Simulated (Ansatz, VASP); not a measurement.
# MgSi: VASP beside Ansatz

Contents of INCAR:

```
PREC = Accurate
ENCUT = 520
EDIFF = 1E-7
ISMEAR = -1
SIGMA = 0.05
LREAL = False
LASPH = True
NELM = 60
ALGO = Normal
ISIF = 2
LWAVE = False
LCHARG = False
GGA = PS
NBANDS = 10
```

The input KPOINTS:

```
Automatic mesh
0
Gamma
  9 9 7
```

POSCAR

```
MgSi
1.0
    2.9466667311      0.0000000000      0.0000000000
    0.0000000000      2.9466667311      0.0000000000
    0.0000000000      0.0000000000      4.1574256529
Si Mg
1 1
Direct
    0.5000000000      0.5000000000      0.5000000000
    0.0000000000      0.0000000000      0.0000000000
```

The input input.yaml:

```yaml
crystal:
  lattice:
    - [2.9466667311, 0.0, 0.0]
    - [0.0, 2.9466667311, 0.0]
    - [0.0, 0.0, 4.1574256529]
  atoms:
    - { symbol: Si, position: [0.5, 0.5, 0.5] }
    - { symbol: Mg, position: [0.0, 0.0, 0.0] }
hamiltonian:
  xc: pbesol
  pseudopotentials: { kind: paw }
kpoints:
  mp_grid: { grid: [9, 9, 7] }
scf:
  occupations: { method: fermi_dirac, width: 0.05 }
output:
  forces: true
  stress: true
  eigenvalues: true
```

Change from the starting cell: volume scaled by 1.04.

Alike in both runs: task single point; functional PBEsol; k mesh 9 × 9 × 7; occupations fermi-dirac, width 0.05 eV; no spin polarisation.

```csv
,VASP,Ansatz
version,VASP 6.6.1,Ansatz 0.2.0
potentials or method,"VASP PAW PBE potentials, release 64 (Si, Mg)",Ansatz PAW
plane-wave cutoff (eV),520,420
valence electrons in the cell,6,14
```

|  | VASP | Ansatz | Ansatz less VASP |
| --- | --- | --- | --- |
| gap on the k mesh at the Fermi level (eV) | none | none | - |
| pressure (GPa) | -3.7 | -3.7 | +0.05 |
| largest component of the traceless stress (GPa) | 4.07 | 4.04 | -0.033 |

A gap of «none» marks a metal or a gap that the smearing closes. The two sets of potentials don't hold the same shells in valence.

Caveats: the PAW data sets were made with another functional, which shifts forces and pressure a little (VASP); the PAW data sets come from PBE, with cores solved anew for the run's functional, which leaves a small shift of forces and pressure (Ansatz).
